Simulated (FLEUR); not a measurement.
# Sn (Fd-3m) in FLEUR: notebook

One crystal, Sn, is run at these levels: PBE; tasks: band structure, equation of state.

Program: FLEUR MaX-R8.1 (later development tree). These are calculated values, not measurements. Logs are shortened: lines on timing, memory, paths and dates and some standing lists are left out, and cuts for length are marked.

### Step 1. The crystal as given

The structure is cubic, space group Fd-3m (No. 227). The conventional cell has a = 6.467 Å, b = 6.467 Å, c = 6.467 Å, α = 90.00°, β = 90.00°, γ = 90.00°. Around Sn (site symmetry -43m) lie 4 Sn at 2.80 Å.

This isn't the form of Sn at room conditions, which is tetragonal (white tin).

### Step 2. Band structure, PBE

The input, inp.xml:

```xml
<?xml version="1.0" encoding="UTF-8" standalone="no"?>
<fleurInput fleurInputVersion="0.39">
   <comment>
      Sn                                                                                                  
   </comment>
   <calculationSetup>
      <cutoffs Kmax="4.0" Gmax="20.0" GmaxXC="20.0" numbands="0"/>
      <scfLoop itmax="60" minDistance="0.00001" maxIterBroyd="15" imix="Anderson" alpha="0.05" precondParam="0.0" spinf="2.0" sdNocoIR="T"/>
      <coreElectrons ctail="T" frcor="F" kcrel="0" coretail_lmax="0"/>
      <xcFunctional name="pbe" relativisticCorrections="F"/>
      <magnetism jspins="1"/>
      <soc l_soc="F" theta="0.0" phi="0.0" spav="F"/>
      <expertModes spex="0" secvar="F"/>
      <geometryOptimization l_f="F" forcealpha="1.0" forcemix="BFGS" epsdisp="0.00001" epsforce="0.00001"/>
      <ldaU l_linMix="F" mixParam="0.05" spinf="1.0"/>
   </calculationSetup>
   <cell>
      <bzIntegration valenceElectrons="44.0" mode="hist" fermiSmearingEnergy="0.00183747">
         <kPointListSelection listName="default-1"/>
         <!-- k-points included here -->
         <xi:include xmlns:xi="http://www.w3.org/2001/XInclude" href="kpts.xml"> </xi:include>
      </bzIntegration>
      <!-- symmetry operations included here -->
      <xi:include xmlns:xi="http://www.w3.org/2001/XInclude" href="sym.xml"> </xi:include>
      <bulkLattice scale="1.0">
         <bravaisMatrix>
            <row-1>    0.0000000000000000     6.1101323589473129     6.1101323589473129</row-1>
            <row-2>    6.1101323589473129     0.0000000000000000     6.1101323589473129</row-2>
            <row-3>    6.1101323589473129     6.1101323589473129     0.0000000000000000</row-3>
         </bravaisMatrix>
      </bulkLattice>
   </cell>
   <atomSpecies>
      <species name="Tin (Sn)" element="Sn" atomicNumber="50">
         <mtSphere radius="2.45" gridPoints="811" logIncrement="0.016"/>
         <atomicCutoffs lmax="7" lnonsphr="5"/>
         <electronConfig flipSpins="F">
            <coreConfig>(1s1/2) (2s1/2) (2p1/2) (2p3/2) (3s1/2) (3p1/2) (3p3/2) (3d3/2) (3d5/2)</coreConfig>
            <valenceConfig>(4s1/2) (4p1/2) (4p3/2) (5s1/2) (4d3/2) (4d5/2) (5p1/2) (5p3/2)</valenceConfig>
            <stateOccupation state="(5p1/2)" spinUp="0.333333" spinDown="0.333333"/>
            <stateOccupation state="(5p3/2)" spinUp="0.666667" spinDown="0.666667"/>
         </electronConfig>
         <energyParameters s="5" p="5" d="4" f="4"/>
         <lo type="SCLO" l="0" n="4" eDeriv="0"/>
         <lo type="SCLO" l="1" n="4" eDeriv="0"/>
         <lo type="SCLO" l="1" n="4" eDeriv="1"/>
         <lo type="SCLO" l="2" n="4" eDeriv="2"/>
         <lo type="SCLO" l="3" n="4" eDeriv="2"/>
      </species>
   </atomSpecies>
   <atomGroups>
      <atomGroup species="Tin (Sn)">
         <relPos label="                   1">-3.000/8.000 -3.000/8.000 -3.000/8.000</relPos>
         <relPos label="                   2">3.000/8.000 3.000/8.000 3.000/8.000</relPos>
         <force calculate="T" relaxXYZ="TTT"/>
      </atomGroup>
   </atomGroups>
   <output dos="F" band="F" slice="F">
      <checks vchk="F" cdinf="F"/>
      <bandDOS minEnergy="-.5*Htr" maxEnergy="0.5*Htr" sigma="0.015" storeEVData="T"/>
      <vacuumDOS vacdos="F" integ="F" star="F" nstars="0" locx1="0.0" locy1="0.0" locx2="0.0" locy2="0.0" nstm="0" tworkf="0.0"/>
      <unfoldingBand unfoldBand="F" supercellX="1" supercellY="1" supercellZ="1"/>
      <plotting iplot="0" polar="F">
         <plot TwoD="T" vec1="  1.0  0.0  0.0" vec2="  0.0  1.0  0.0" vec3="  0.0  0.0  1.0" zero="  0.0  0.0  0.0" file="plot"/>
      </plotting>
      <chargeDensitySlicing numkpt="0" minEigenval="0.0" maxEigenval="0.0" nnne="0" pallst="F"/>
      <specialOutput eonly="F"/>
      <moessbauerParams electricFieldGradient="T" isomerShift="T" coreHyperfine="T" valenceHyperfine="T"/>
      <magneticCircularDichroism mcd="F" energyLo="-10.0" energyUp="0.0"/>
   </output>
  <!-- We include the file relax.xml here to enable relaxations (see documentation) -->
  <xi:include xmlns:xi="http://www.w3.org/2001/XInclude" href="relax.xml"> <xi:fallback/> </xi:include>
</fleurInput>
```

The input, crystal.txt:

```
Sn
&input cartesian=F /
0.0000000000  3.2333428000  3.2333428000
3.2333428000  0.0000000000  3.2333428000
3.2333428000  3.2333428000  0.0000000000
1.8897261246
1.0 1.0 1.0

2
50 0.7500000000  0.7500000000  0.7500000000
50 0.5000000000  0.5000000000  0.5000000000

&kpt div1=7 div2=7 div3=7 gamma=T /
```

The input, inp.xml (bands):

```
<?xml version="1.0" encoding="UTF-8" standalone="no"?>
<fleurInput fleurInputVersion="0.39">
   <comment>
      Sn                                                                                                  
   </comment>
   <calculationSetup>
      <cutoffs Kmax="4.0" Gmax="20.0" GmaxXC="20.0" numbands="0"/>
      <scfLoop itmax="60" minDistance="0.00001" maxIterBroyd="15" imix="Anderson" alpha="0.05" precondParam="0.0" spinf="2.0" sdNocoIR="T"/>
      <coreElectrons ctail="T" frcor="F" kcrel="0" coretail_lmax="0"/>
      <xcFunctional name="pbe" relativisticCorrections="F"/>
      <magnetism jspins="1"/>
      <soc l_soc="F" theta="0.0" phi="0.0" spav="F"/>
      <expertModes spex="0" secvar="F"/>
      <geometryOptimization l_f="F" forcealpha="1.0" forcemix="BFGS" epsdisp="0.00001" epsforce="0.00001"/>
      <ldaU l_linMix="F" mixParam="0.05" spinf="1.0"/>
   </calculationSetup>
   <cell>
      <bzIntegration valenceElectrons="44.0" mode="hist" fermiSmearingEnergy="0.00183747">
         <kPointListSelection listName="path-1"/>
         <!-- k-points included here -->
         <xi:include xmlns:xi="http://www.w3.org/2001/XInclude" href="kpts.xml"> </xi:include>
      </bzIntegration>
      <!-- symmetry operations included here -->
      <xi:include xmlns:xi="http://www.w3.org/2001/XInclude" href="sym.xml"> </xi:include>
      <bulkLattice scale="1.0">
         <bravaisMatrix>
            <row-1>    0.0000000000000000     6.1101323589473129     6.1101323589473129</row-1>
            <row-2>    6.1101323589473129     0.0000000000000000     6.1101323589473129</row-2>
            <row-3>    6.1101323589473129     6.1101323589473129     0.0000000000000000</row-3>
         </bravaisMatrix>
      </bulkLattice>
   </cell>
   <atomSpecies>
      <species name="Tin (Sn)" element="Sn" atomicNumber="50">
         <mtSphere radius="2.45" gridPoints="811" logIncrement="0.016"/>
         <atomicCutoffs lmax="7" lnonsphr="5"/>
         <electronConfig flipSpins="F">
            <coreConfig>(1s1/2) (2s1/2) (2p1/2) (2p3/2) (3s1/2) (3p1/2) (3p3/2) (3d3/2) (3d5/2)</coreConfig>
            <valenceConfig>(4s1/2) (4p1/2) (4p3/2) (5s1/2) (4d3/2) (4d5/2) (5p1/2) (5p3/2)</valenceConfig>
            <stateOccupation state="(5p1/2)" spinUp="0.333333" spinDown="0.333333"/>
            <stateOccupation state="(5p3/2)" spinUp="0.666667" spinDown="0.666667"/>
         </electronConfig>
         <energyParameters s="5" p="5" d="4" f="4"/>
         <lo type="SCLO" l="0" n="4" eDeriv="0"/>
         <lo type="SCLO" l="1" n="4" eDeriv="0"/>
         <lo type="SCLO" l="1" n="4" eDeriv="1"/>
         <lo type="SCLO" l="2" n="4" eDeriv="2"/>
         <lo type="SCLO" l="3" n="4" eDeriv="2"/>
      </species>
   </atomSpecies>
   <atomGroups>
      <atomGroup species="Tin (Sn)">
         <relPos label="                   1">-3.000/8.000 -3.000/8.000 -3.000/8.000</relPos>
         <relPos label="                   2">3.000/8.000 3.000/8.000 3.000/8.000</relPos>
         <force calculate="T" relaxXYZ="TTT"/>
      </atomGroup>
   </atomGroups>
   <output dos="F" band="T" slice="F">
      <checks vchk="F" cdinf="F"/>
      <bandDOS minEnergy="-.5*Htr" maxEnergy="0.5*Htr" sigma="0.015" storeEVData="T"/>
      <vacuumDOS vacdos="F" integ="F" star="F" nstars="0" locx1="0.0" locy1="0.0" locx2="0.0" locy2="0.0" nstm="0" tworkf="0.0"/>
      <unfoldingBand unfoldBand="F" supercellX="1" supercellY="1" supercellZ="1"/>
      <plotting iplot="0" polar="F">
         <plot TwoD="T" vec1="  1.0  0.0  0.0" vec2="  0.0  1.0  0.0" vec3="  0.0  0.0  1.0" zero="  0.0  0.0  0.0" file="plot"/>
      </plotting>
      <chargeDensitySlicing numkpt="0" minEigenval="0.0" maxEigenval="0.0" nnne="0" pallst="F"/>
      <specialOutput eonly="F"/>
      <moessbauerParams electricFieldGradient="T" isomerShift="T" coreHyperfine="T" valenceHyperfine="T"/>
      <magneticCircularDichroism mcd="F" energyLo="-10.0" energyUp="0.0"/>
   </output>
  <!-- We include the file relax.xml here to enable relaxations (see documentation) -->
  <xi:include xmlns:xi="http://www.w3.org/2001/XInclude" href="relax.xml"> <xi:fallback/> </xi:include>
</fleurInput>
```

Potentials or basis: all-electron, FLAPW.

On the command line:

```
> inpgen -f crystal.txt -profile fast
> # inp.xml edited to the form shown
> fleur_MPI
> fleur_MPI   # second run, on inp.xml (bands)
```

Log:

```text
Welcome to FLEUR        (www.flapw.de)
      MaX-Release 8.1          (www.max-centre.eu)

 ========== k-point set info ==========
 Selected k-point list: default-1
 k-point list type: mesh
 7 x 7 x 7
 Number of k points: 20

 ------------Calculation Setup---------------------------
 Number of MPI-tasks      :            1
 Number of PE/node        :            1
 Number of OMP-threads    :            1
 Most efficient MPI parallelization for:
           1           2           4           5          10          20
 Additional eigenvalue parallelization possible
 Number of basis functions:          601
 Approximate size of matrices (H+S) per k-point:         0.005 GB
 --------------------------------------------------------
 Iteration:     1   Distance:       5.20328893 me/bohr^3
 Iteration:     2   Distance:       4.89400348 me/bohr^3
 Iteration:     3   Distance:       1.51211949 me/bohr^3
 Iteration:     4   Distance:       0.20825921 me/bohr^3
 Iteration:     5   Distance:       0.18536625 me/bohr^3
 Iteration:     6   Distance:       0.02319340 me/bohr^3
 Iteration:     7   Distance:       0.01857805 me/bohr^3
 Iteration:     8   Distance:       0.00548121 me/bohr^3
 Iteration:     9   Distance:       0.00062387 me/bohr^3
 Iteration:    10   Distance:       0.00065859 me/bohr^3
 Iteration:    11   Distance:       0.00004449 me/bohr^3
 Iteration:    12   Distance:       0.00001097 me/bohr^3
 Iteration:    13   Distance:       0.00000328 me/bohr^3

 ********************************************************************
 Run finished successfully
 Stop message:
   all done
 ********************************************************************
```

output (bands):

```text
Welcome to FLEUR        (www.flapw.de)
      MaX-Release 8.1          (www.max-centre.eu)

 ========== k-point set info ==========
 Selected k-point list: path-1
 k-point list type: path
 Number of k points: 60

 ------------Calculation Setup---------------------------
 Number of MPI-tasks      :            1
 Number of PE/node        :            1
 Number of OMP-threads    :            1
 Most efficient MPI parallelization for:
           1           2           3           4           5           6          10          12          15          20          30          60
 Additional eigenvalue parallelization possible
 Number of basis functions:          601
 Approximate size of matrices (H+S) per k-point:         0.005 GB
 --------------------------------------------------------
 Fermi energy correction for metals:
 Fermi energy in bands.* files may not be consistent with last density.
 Please correct it manually (e.g. in band.gnu file).

 Note: Band structure data (together with different weights) is also stored in the banddos.hdf file.
       A convenient way of extracting and plotting the data from that file is by making use of the

 ********************************************************************
 Run finished successfully
 Stop message:
   Charge density postprocessing done.
 ********************************************************************
```

out.xml (last iteration):

```text
<iteration numberForCurrentRun="   13" overallNumber="   13">
         <energyParameters units="Htr">
            <atomicEP atomType="1" spin="1" branch="5s" branchLowest="-4.55" branchHighest="0.90" value="-0.1084747259"/>
            <atomicEP atomType="1" spin="1" branch="5p" branchLowest="-2.92" branchHighest="1.59" value="0.0898696939"/>
            <atomicEP atomType="1" spin="1" branch="4d" branchLowest="-17.01" branchHighest="-0.52" value="-0.5655029609"/>
            <atomicEP atomType="1" spin="1" branch="4f" branchLowest="-9.99" branchHighest="1.88" value="0.4283202100"/>
            <loAtomicEP atomType="1" spin="1" branch="4s" branchLowest="-30.67" branchHighest="-4.55" value="-4.5473689491"/>
            <loAtomicEP atomType="1" spin="1" branch="4p" branchLowest="-25.28" branchHighest="-2.92" value="-2.9305913077"/>
            <loAtomicEP atomType="1" spin="1" branch="4p" branchLowest="-25.28" branchHighest="-2.92" value="-2.9305913077"/>
            <loAtomicEP atomType="1" spin="1" branch="4d" branchLowest="-17.01" branchHighest="-0.52" value="-0.5781593380"/>
            <loAtomicEP atomType="1" spin="1" branch="4f" branchLowest="-9.99" branchHighest="1.88" value="0.4283227935"/>
         </energyParameters>
         <eigenvalues>
            <eigenvaluesAt spin="1" ikpt="1" k_x="0.00000000" k_y="0.00000000" k_z="0.00000000">
                      -4.5474241474       -4.5473061480       -2.9223921646       -2.9223921646       -2.9223921646
                      -2.9218449789       -2.9218449789       -2.9218449789       -0.5871175646       -0.5871175646
                      -0.5871175646       -0.5848757741       -0.5848757741       -0.5731660152       -0.5731660152
                      -0.5731660152       -0.5727947178       -0.5727947178       -0.1819876978        0.1899321008
                       0.2135702097        0.2135702097        0.2135702097        0.2898346789        0.2898346789
                       0.2898346789        0.3955199087        0.5040000947        0.5040000947        0.5168201357
                       0.5168201357        0.5168201357        0.6109216450        0.8616669273
            </eigenvaluesAt>
            <eigenvaluesAt spin="1" ikpt="2" k_x="0.00000000" k_y="0.00000000" k_z="0.14285714">
                      -4.5474197513       -4.5473104388       -2.9223983247       -2.9223983247       -2.9223795378
                      -2.9218552919       -2.9218375521       -2.9218375521       -0.5876037169       -0.5876037169
                      -0.5869246366       -0.5841509107       -0.5841509107       -0.5741112885       -0.5741112885
[... 44 lines left out ...]
         </coreStates>
         <allElectronCharges>
            <spinDependentCharge spin="1" total="100.0000000" interstitial="4.3045536" mtSpheres="95.6954464"/>
            <totalCharge value="99.9999999991"/>
         </allElectronCharges>
         <moessbauerParams unitsHFF="kG" unitsIS="e/bohr^3" unitsEFG="Htr/bohr^2">
            <coreIsomerShift atomType="1" isTotal="193625.66937">
               <shell n="1" l="0" isomerShift="169345.53533"/>
               <shell n="2" l="0" isomerShift="19846.74306"/>
               <shell n="2" l="1" isomerShift="477.90136"/>
               <shell n="3" l="0" isomerShift="3855.25454"/>
               <shell n="3" l="1" isomerShift="100.23507"/>
               <shell n="3" l="2" isomerShift="0.00002"/>
            </coreIsomerShift>
            <isomerShift atomType="1" nucleusRadius="0.0001161" averageDensity="194467.43543"/>
            <electricFieldGradient atomType="1" VXX="0.00000" VYY="0.00000" VZZ="0.00000" asymParam="0.00000">
            </electricFieldGradient>
         </moessbauerParams>
         <totalEnergy                                    value="   -12358.1712022480" units="Htr">
            <sumOfEigenvalues                            value="    -7464.2375692563">
               <coreElectrons value="-7399.6885391760"/>
               <valenceElectrons value="-64.5490300803"/>
            </sumOfEigenvalues>
            <densityCoulombPotentialIntegral value="-20043.5296170836"/>
            <densityEffectivePotentialIntegral value="-20475.1664906015"/>
            <chargeDenXCDenIntegral value="-330.7525719919"/>
            <FockExchangeEnergyValence value="0.0000000000"/>
            <FockExchangeEnergyCore value="0.0000000000"/>
            <atomTypeDependentContributions atomType="1">
               <electronNucleiInteractionDifferentMTs value="14967.4696272963"/>
               <MadelungTerm value="-49.1131157631"/>
            </atomTypeDependentContributions>
            <tkbTimesEntropy value="0.0000636953"/>
            <freeEnergy value="-12358.1712659432"/>
            <extrapolationTo0K value="-12358.1712340956"/>
         </totalEnergy>
         <densityConvergence units="me/bohr^3">
            <chargeDensity spin="1" distance="0.0000032787"/>
         </densityConvergence>
      </iteration>
```

Wall time 40 s (1 thread of Arm Neoverse V1, shared host); peak memory 0.11 GiB.

What came out:

| Quantity | Value |
| --- | --- |
| Free energy | -336282.9716 eV |
| Band gap along the path | none (metal or under the smearing width) |
| Valence electrons inside the program's atomic spheres | Sn 19.85 (radii Sn 2.45 bohr) |

Levels at the corners of the path, in eV from the Fermi level:
```csv
point,band 19,band 20,band 21,band 22,band 23,band 24,band 25,band 26
Γ,-10.66,-0.54,0.10,0.10,0.10,2.18,2.18,2.18
X,-7.53,-7.53,-2.48,-2.48,0.83,0.83,7.81,7.81
W,-7.47,-7.47,-3.07,-3.07,3.48,3.48,4.06,4.06
K,-7.94,-7.04,-3.41,-2.12,1.11,3.40,5.83,6.06
Γ,-10.66,-0.54,0.10,0.10,0.10,2.18,2.18,2.18
L,-9.02,-6.32,-1.12,-1.12,0.03,3.25,3.25,5.66
U,-7.94,-7.04,-3.41,-2.12,1.11,3.40,5.83,6.06
W,-7.47,-7.47,-3.07,-3.07,3.48,3.48,4.06,4.06
L,-9.02,-6.32,-1.12,-1.12,0.03,3.25,3.25,5.66
K,-7.94,-7.04,-3.41,-2.12,1.11,3.40,5.83,6.06
U,-7.94,-7.04,-3.41,-2.12,1.11,3.40,5.83,6.06
X,-7.53,-7.53,-2.48,-2.48,0.83,0.83,7.81,7.81
```

Core levels (eV from the Fermi level):
```tsv
atom	levels
1 Sn	1s1/2 -28991.3, 2s1/2 -4371.7, 2p1/2 -4083.2, 2p3/2 -3852.5, 3s1/2 -840.2, 3p1/2 -723.0, 3p3/2 -680.8, 3d3/2 -473.8, 3d5/2 -465.1
2 Sn	1s1/2 -28991.3, 2s1/2 -4371.7, 2p1/2 -4083.2, 2p3/2 -3852.5, 3s1/2 -840.2, 3p1/2 -723.0, 3p3/2 -680.8, 3d3/2 -473.8, 3d5/2 -465.1
```

Caveat: spin-orbit coupling is left out, which moves the levels of the heavy elements.

### Step 3. Equation of state, PBE, 31.77 Å³/atom (volume scaled by 0.94)

inp.xml, as its differences from that of step 2:

```diff
@@ -24,3 +24,3 @@
       <xi:include xmlns:xi="http://www.w3.org/2001/XInclude" href="sym.xml"> </xi:include>
-      <bulkLattice scale="1.0">
+      <bulkLattice scale="0.9795861087">
          <bravaisMatrix>
@@ -34,3 +34,3 @@
       <species name="Tin (Sn)" element="Sn" atomicNumber="50">
-         <mtSphere radius="2.45" gridPoints="811" logIncrement="0.016"/>
+         <mtSphere radius="2.38" gridPoints="811" logIncrement="0.016"/>
          <atomicCutoffs lmax="7" lnonsphr="5"/>
```

Potentials or basis: all-electron, FLAPW.

On the command line:

```
> inpgen -f crystal.txt -profile fast
> # inp.xml edited to the form shown
> fleur_MPI
```

It took 32 s on 1 thread of Arm Neoverse V1, shared host; peak memory 0.1 GiB.

It converged, with:

```
Free energy                                           : -336282.8105 eV
Band gap on the k mesh                                : none (metal or under the smearing width)
Valence electrons inside the program's atomic spheres : Sn 19.70 (radii Sn 2.38 bohr)
```

### Step 4. Equation of state, PBE, 32.45 Å³/atom (volume scaled by 0.96)

inp.xml, as its differences from that of step 3:

```diff
@@ -24,3 +24,3 @@
       <xi:include xmlns:xi="http://www.w3.org/2001/XInclude" href="sym.xml"> </xi:include>
-      <bulkLattice scale="0.9795861087">
+      <bulkLattice scale="0.9864848297">
          <bravaisMatrix>
```

On the command line:

```
> inpgen -f crystal.txt -profile fast
> # inp.xml edited to the form shown
> fleur_MPI
```

Wall time 30 s (1 thread of Arm Neoverse V1, shared host); peak memory 0.11 GiB.

It converged, with:

```
Free energy                                           : -336282.8686 eV
Band gap on the k mesh                                : none (metal or under the smearing width)
Valence electrons inside the program's atomic spheres : Sn 19.69 (radii Sn 2.38 bohr)
```

[end of part 1 of 2]
